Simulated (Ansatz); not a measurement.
# Ge: straining the crystal, biaxial strain in the a-b plane

One table from this session's results is given with a row withheld; the runs are named, their logs left out.

Program: Ansatz 0.2.0. Level of theory: DFT r2SCAN, scalar-relativistic, plane waves, PAW. These are calculated values, not measurements.

2 further runs of the same task are left out: 2 set aside as unsound or not needed.

## Starting point

It takes space group Fd-3m (No. 227, cubic). The conventional cell has a = 5.675 Å, b = 5.675 Å, c = 5.675 Å, α = 90.00°, β = 90.00°, γ = 90.00°. Ge (site symmetry -43m) is surrounded by 4 Ge at 2.46 Å.

As a file:

```cif
data_structure
_symmetry_space_group_name_H-M 'P 1'
_symmetry_Int_Tables_number 1
_cell_length_a 4.0127
_cell_length_b 4.0127
_cell_length_c 5.6749
_cell_angle_alpha 90.000
_cell_angle_beta 90.000
_cell_angle_gamma 90.000
_cell_volume 91.38
loop_
_atom_site_label
_atom_site_type_symbol
_atom_site_fract_x
_atom_site_fract_y
_atom_site_fract_z
_atom_site_occupancy
Ge1 Ge 0.50000 0.50000 0.50000 1
Ge2 Ge 0.50000 0.00000 0.25000 1
Ge3 Ge 0.00000 0.00000 0.00000 1
Ge4 Ge 0.00000 0.50000 0.75000 1
```

It goes back to an entry of the Materials Project.

The unstrained cell was computed beforehand with the same settings: E(σ→0) = -17211.6266 eV for 4 atoms, gap 0.36 eV over the zone.

The first run:

File input.yaml:

```yaml
crystal:
  lattice:
    - [2.7806785653, 2.7806785653, 0.0]
    - [-2.7806785653, 2.7806785653, 0.0]
    - [0.0, 0.0, 5.7429524654]
  atoms:
    - { symbol: Ge, position: [0.5, 0.5, 0.5] }
    - { symbol: Ge, position: [0.5, 0.0, 0.25] }
    - { symbol: Ge, position: [0.0, 0.0, 0.0] }
    - { symbol: Ge, position: [0.0, 0.5, 0.75] }
basis:
  ecutwfc: 500
kpoints:
  mp_grid: { grid: [10, 10, 6] }
hamiltonian:
  xc: r2scan
scf:
  occupations: { method: gaussian, width: 0.02 }
output:
  forces: true
  stress: true
  eigenvalues: true
relax:
  adjacent_minimum: "off"
  f_tol: 0.008
  max_steps: 40
  cell: { stress_tol: 0.015, fix: [a, b, gamma] }
```

On the command line:

```
$ ansatz run input.yaml --threads 1 --pin off --max-ram 2560MiB --backend cpu --events-out ev --progress --plain --runs-dir out
```

Among the steps run: Strain -2.0 %; Seeking the band edges at -2.0 %; The cell strained by +2.0 %; Seeking the band edges at +2.0 %; Strain -4.0 %; The gap over the whole zone at -4.0 %; The cell strained by +4.0 %; Band edges over the zone at +4.0 %; At -6.0 %; The gap over the whole zone at -6.0 %; Strain +6.0 %.

One table of the session follows, with a row left open; its other results are not shown here.

Lengths are those of the vectors of the cell that was run; stresses in GPa:

```
strain (%)  ΔE (meV/atom)  a (Å)  b (Å)  c (Å)
      -6.0           83.2  3.772  3.772  5.911
      -4.0           35.4  3.852  3.852  5.831
      -2.0            8.5  3.932  3.932  5.753
      +0.0            0.0  4.013  4.013  5.675
      +2.0            7.4  4.093  4.093  5.596
      +4.0              ?      ?      ?      ?
      +6.0           60.5  4.253  4.253  5.430
```

Q: Estimate the row for strain (%) = +4.0 from the others.

Worked estimate for «ΔE (meV/atom)». A straight line through the neighbours (2.0, 7.4) and (6.0, 60.5) gives 7.4 + (60.5 − 7.4) × (4.0 − 2.0) / (6.0 − 2.0) = 34.0; a parabola fitted to 3 rows on both sides gives 27.6.

The run gave: ΔE (meV/atom): 28.2; a (Å): 4.173; b (Å): 4.173; c (Å): 5.516. In «ΔE (meV/atom)» the line misses by +5.8 and the parabola by -0.6.

ΔE is over the unstrained cell. Stress in GPa, positive in compression, on the Cartesian axes of the input.

Limits of these values: Warnings in the runs' records: band edges overlap.
